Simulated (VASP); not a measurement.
GaS, 8 atoms in the cell. It takes space group P6_3/mmc (No. 194, hexagonal). Conventional cell: a = 3.585 Å, b = 3.585 Å, c = 15.500 Å, α = 90.00°, β = 90.00°, γ = 120.00°. Ga (site symmetry 3m) is surrounded by 3 S at 2.34 Å and 1 Ga at 2.48 Å. Around S (site symmetry 3m) lie 3 Ga at 2.34 Å. 

```yaml
Program: VASP 6.6.1
Task: relaxation of cell and atoms
Functional: r2SCAN
Potentials_or_basis: VASP PAW PBE potentials, release 64 (Ga_d, S)
Cutoff: 600 eV
k_mesh: 9 × 9 × 2
Occupations: gaussian, width 0.03 eV
Spin: no spin polarisation
Further_INCAR_settings: ALGO = Normal; EDIFF = 1e-06; IBRION = 2; EDIFFG = -0.01; NSW = 90; ISIF = 3
```

Potentials or basis: VASP PAW PBE potentials, release 64 (Ga_d, S).

Command:

```console
$ cat potpaw_PBE.64/Ga_d/POTCAR potpaw_PBE.64/S/POTCAR > POTCAR
$ mpirun -np 2 vasp_std > vasp.out
```

Hardware: 2 MPI ranks on Intel(R) Xeon(R) 6975P-C (Granite Rapids), on a shared host.

Q: Estimate the wall time of this run.

A: It took 61 min on 2 MPI ranks on Intel(R) Xeon(R) 6975P-C (Granite Rapids) (shared host), peak memory 0.49 GiB a rank. Counts: scf iterations 196, k points 24, ion steps 17.
